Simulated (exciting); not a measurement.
# Ni (Fm-3m) in exciting: equation of state

Aim: energy against volume of Ni in PBE, for its equilibrium volume and stiffness.

Program: exciting (release sodium). These are calculated values, not measurements. Logs are shortened: lines on timing, memory, paths and dates and some standing lists are left out, and cuts for length are marked.

## (1) Starting point

Symmetry: Fm-3m, No. 225, cubic system. The conventional cell has a = 3.475 Å, b = 3.475 Å, c = 3.475 Å, α = 90.00°, β = 90.00°, γ = 90.00°. Around Ni (site symmetry m-3m) lie 12 Ni at 2.46 Å.

## (2) Equation of state, PBE, collinear spin, ferromagnetic start, 9.86 Å³/atom (volume scaled by 0.94)

Contents of input.xml:

```xml
<input>
  <title>Ni</title>
  <structure speciespath="./" tshift="false">
    <crystal scale="1">
      <basevect>0.000000000000 3.216507198213 3.216507198213</basevect>
      <basevect>3.216507198213 0.000000000000 3.216507198213</basevect>
      <basevect>3.216507198213 3.216507198213 0.000000000000</basevect>
    </crystal>
    <species speciesfile="Ni.xml" rmt="2">
      <atom coord="0.000000000000 0.000000000000 0.000000000000" bfcmt="0 0 -8"/>
    </species>
  </structure>
  <groundstate do="fromscratch" ngridk="13 13 13" rgkmax="8" gmaxvr="14" lmaxapw="10" lmaxmat="10" lmaxvr="8" xctype="GGA_PBE" stype="Fermi Dirac" swidth="0.00183747" nempty="20" ValenceRelativity="iora*" epsengy="1e-06" epspot="1e-06" maxscl="120" outputlevel="normal">
    <spin reducebf="0.5"/>
  </groundstate>
</input>
```

Potentials or basis: all-electron LAPW+lo, shipped species files, valence relativity iora*.

Command:

```sh
> OMP_NUM_THREADS=1 exciting_smp
```

INFO.OUT:

```text
================================================================================
EXCITING SODIUM started
[... 10 lines left out ...]

 Lattice vectors (cartesian) :
      0.0000000000      3.2165071982      3.2165071982
      3.2165071982      0.0000000000      3.2165071982
      3.2165071982      3.2165071982      0.0000000000

 Reciprocal lattice vectors (cartesian) :
     -0.9767093496      0.9767093496      0.9767093496
      0.9767093496     -0.9767093496      0.9767093496
      0.9767093496      0.9767093496     -0.9767093496

 Unit cell volume                           :      66.5554430160
 Brillouin zone volume                      :       3.7269711116

 Species :    1 (Ni)
     parameters loaded from                 :    Ni.xml
     name                                   :    nickel
     nuclear charge                         :     -28.00000000
     electronic charge                      :      28.00000000
     atomic mass                            :  106991.52300000
     muffin-tin radius                      :       2.00000000
     # of radial points in muffin-tin       :     350

     atomic positions (lattice) :
       1 :   0.00000000  0.00000000  0.00000000

     magnetic fields (cartesian) :
       1 :   0.00000000  0.00000000 -8.00000000

 Total number of atoms per unit cell        :       1

 Spin treatment                             :    spin-polarised
 Global magnetic field (cartesian) :        0.00000000   0.00000000   0.00000000
 collinear magnetisation in z-direction

 Number of Bravais lattice symmetries       :      48
 Number of crystal symmetries               :      48

 k-point grid                               :      13   13   13
 Total number of k-points                   :      84
 k-point set is reduced with crystal symmetries

 R^MT_min * |G+k|_max (rgkmax)              :       8.00000000
 Species with R^MT_min                      :       1 (Ni)
 Maximum |G+k| for APW functions            :       4.00000000
 Maximum |G| for potential and density      :      14.00000000

 G-vector grid sizes                        :      24    24    24
 Total number of G-vectors                  :    3119

 Maximum angular momentum used for
     APW functions                          :      10
     computing H and O matrix elements      :      10
     potential and density                  :       8
     inner part of muffin-tin               :       2

 Total nuclear charge                       :     -28.00000000
 Total electronic charge                    :      28.00000000
 Total core charge                          :      12.00000000
 Total valence charge                       :      16.00000000

 Number of empty states                     :      20
 Total number of valence states             :      58

 Maximum Hamiltonian size                   :      88
 Maximum number of plane-waves              :      76
 Total number of local-orbitals             :      12

 Exchange-correlation type                  :      20
[... 23 lines left out ...]
+ SCF iteration number :    1                                                  +
++++++++++++++++++++++++++++++++++++++++++++++++++++++++++++++++++++++++++++++++
 Total energy                               :     -1520.02045012
 _______________________________________________________________
 Fermi energy                               :         0.41346076
 Kinetic energy                             :      1545.97449400
 Coulomb energy                             :     -3002.36369283
 Exchange energy                            :       -62.28460823
 Correlation energy                         :        -1.34664305
 No external B-field energy in total energy
[... 324 lines left out ...]
 Moments :
     interstitial                           :        -0.03525406
     moment in muffin-tin spheres :
                  atom     1    Ni          :         0.65956731
     total moment in muffin-tins            :         0.65956731
     total moment                           :         0.62431325

 RMS change in effective potential (target) :  0.826687E-04  ( 0.100000E-05)
 Absolute change in total energy   (target) :  0.184521E-02  ( 0.100000E-05)
 Charge distance                   (target) :  0.401149E-05  ( 0.100000E-04)

++++++++++++++++++++++++++++++++++++++++++++++++++++++++++++++++++++++++++++++++
[... 9 further cycles ...]
+ SCF iteration number :   20                                                  +
++++++++++++++++++++++++++++++++++++++++++++++++++++++++++++++++++++++++++++++++
 Total energy                               :     -1520.82812348
 _______________________________________________________________
 Fermi energy                               :         0.37686089
 Kinetic energy                             :      1545.19675498
 Coulomb energy                             :     -3002.39057179
 Exchange energy                            :       -62.28739804
 Correlation energy                         :        -1.34690863
 No external B-field energy in total energy
[... 328 lines left out ...]
 Moments :
     interstitial                           :        -0.03489485
     moment in muffin-tin spheres :
                  atom     1    Ni          :         0.65868800
     total moment in muffin-tins            :         0.65868800
     total moment                           :         0.62379315

 RMS change in effective potential (target) :  0.937507E-08  ( 0.100000E-05)
 Absolute change in total energy   (target) :  0.701509E-06  ( 0.100000E-05)
 Charge distance                   (target) :  0.318796E-08  ( 0.100000E-04)

++++++++++++++++++++++++++++++++++++++++++++++++++++++++++++++++++++++++++++++++
| Convergency criteria checked for the last 2 iterations                       +
| Convergence targets achieved. Performing final SCF iteration                 +
++++++++++++++++++++++++++++++++++++++++++++++++++++++++++++++++++++++++++++++++
 Total energy                               :     -1520.82811987
 _______________________________________________________________
 Fermi energy                               :         0.37686083
 Kinetic energy                             :      1545.19675641
 Coulomb energy                             :     -3002.39056978
 Exchange energy                            :       -62.28739788
 Correlation energy                         :        -1.34690863
 No external B-field energy in total energy

 DOS at Fermi energy (states/Ha/cell)       :        37.94360182
[... 11 lines left out ...]
 Moments :
     interstitial                           :        -0.03489484
     moment in muffin-tin spheres :
                  atom     1    Ni          :         0.65868789
     total moment in muffin-tins            :         0.65868789
     total moment                           :         0.62379305

++++++++++++++++++++++++++++++++++++++++++++++++++++++++++++++++++++++++++++++++
[... 12 lines left out ...]
| EXCITING SODIUM stopped                                                      =
================================================================================
```

Run time: 2.5 min. Hardware: 1 thread of Intel Xeon Platinum 8259CL at 2.50GHz (Skylake/Cascade Lake), shared host; peak memory 0.12 GiB.

Results:

| Quantity | Value |
| --- | --- |
| Free energy | -41383.8530 eV |
| Band gap on the k mesh | none (metal or under the smearing width) |
| Net moment | 0.62 μB per cell |
| Site moments | Ni +0.66 μB |
| All electrons inside the program's atomic spheres | Ni 26.44 (radii Ni 2.0 bohr) |

Caveat: rgkmax is low for these elements, so energy differences scatter by about 1 meV per atom; the log's total energy holds no entropy term; the free energy is that total less TS from the occupations.

(Part 1 of 2 ends here.)
